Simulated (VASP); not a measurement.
Runs of VASP 6.6.1 on CdSe. The structure is cubic, space group F-43m (No. 216). The conventional cell has a = 6.261 Å, b = 6.261 Å, c = 6.261 Å, α = 90.00°, β = 90.00°, γ = 90.00°. Around Cd (site symmetry -43m) lie 4 Se at 2.71 Å. Around Se (site symmetry -43m) lie 4 Cd at 2.71 Å. Measurements of this composition are mostly on another form, of space group No. 186.

```csv
level,cell,gap on the mesh (eV),pressure (GPa)
RPBE,"F-43m, 30.68 Å³/atom",(b),0.7
revPBE+D3(BJ),"F-43m, 30.68 Å³/atom",0.56,(a)
RPBE,"F-43m, 28.94 Å³/atom",0.72,(c)
BLYP+D4,"F-43m, 28.36 Å³/atom",0.55,1.6
```

Alike in all rows: task single point; potentials or basis VASP PAW PBE potentials, release 64 (Cd, Se); no spin polarisation; k mesh 8 × 8 × 8; cutoff (eV) 520; smearing fermi-dirac 0.05 eV.

Task: Fill in the values left out.

Result: (a) -3.3; (b) 0.60; (c) 3.5.

Caveats: the PAW data sets were made with another functional, which shifts forces and pressure a little.

A k mesh can miss the band edges, and the runs leave out spin-orbit coupling on Cd, Se.
